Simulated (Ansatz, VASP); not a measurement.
## Ta2N: VASP beside Ansatz

The input INCAR:

```
SYSTEM = Ta2N
PREC = Accurate
ENCUT = 520
EDIFF = 1E-7
ISMEAR = 1
SIGMA = 0.008
LREAL = .FALSE.
LASPH = .TRUE.
NELM = 100
ALGO = Normal
ISIF = 2
LWAVE = .FALSE.
LCHARG = .TRUE.
GGA = PE
LELF = .TRUE.
LVHAR = .TRUE.
NBANDS = 20
```

File KPOINTS:

```
regular mesh
0
G
  6 6 4
  0 0 0
```

The input POSCAR:

```
Ta2N
1.0
    3.0319157055      0.0000000000      0.0000000000
   -1.5159578527      2.6257160231      0.0000000000
    0.0000000000      0.0000000000      4.7432072974
Ta N
2 1
Direct
    0.6666666667      0.3333333333      0.7452890000
    0.3333333333      0.6666666667      0.2547110000
    0.0000000000      0.0000000000      0.0000000000
```

Input for Ansatz:

```yaml
crystal:
  lattice:
    - [3.0319157055, 0.0, 0.0]
    - [-1.5159578527, 2.6257160231, 0.0]
    - [0.0, 0.0, 4.7432072974]
  atoms:
    - { symbol: Ta, position: [0.6666666667, 0.3333333333, 0.745289] }
    - { symbol: Ta, position: [0.3333333333, 0.6666666667, 0.254711] }
    - { symbol: "N", position: [0.0, 0.0, 0.0] }
basis:
  ecutwfc: 420
  ecutrho_ratio: 10
kpoints:
  mp_grid: { grid: [6, 6, 4] }
hamiltonian:
  xc: pbe
scf:
  occupations: { method: methfessel_paxton, width: 0.008 }
  mixing: { beta: 0.063, preconditioner: local_kerker }
  initial_density: { chi_scale: 0, normalization: atom }
  max_iter: 86
output:
  forces: true
  stress: true
  eigenvalues: true
```

Alike in both runs: task single point; functional PBE; k mesh 6 × 6 × 4; occupations methfessel-paxton of order 1, width 0.008 eV; no spin polarisation.

|  | VASP | Ansatz |
| --- | --- | --- |
| version | VASP 6.6.1 | Ansatz 0.2.0 |
| potentials or method | VASP PAW PBE potentials, release 64 (Ta_pv, N) | scalar-relativistic, plane waves, PAW |
| plane-wave cutoff (eV) | 520 | 420 |
| valence electrons in the cell | 27 | 31 |

```csv
,VASP,Ansatz,Ansatz less VASP
gap on the k mesh at the Fermi level (eV),none,none,-
pressure (GPa),25.4,24.7,-0.69
largest component of the traceless stress (GPa),0.12,0.14,+0.016
rms of the force components (eV/Å),0.082,0.053,-0.0294
```

Atom by atom the forces differ by 0.029 eV/Å (rms over components). A gap of «none» marks a metal or a gap that the smearing closes. The two sets of potentials don't hold the same shells in valence.

Caveats: the k mesh is coarse (spacing up to 0.40 Å⁻¹), so the values aren't converged; so large a pressure means that the cell lies far from this level's equilibrium, or that cutoff or potentials fall short (VASP). The runs have no spin-orbit coupling, so splittings on Ta are missing.
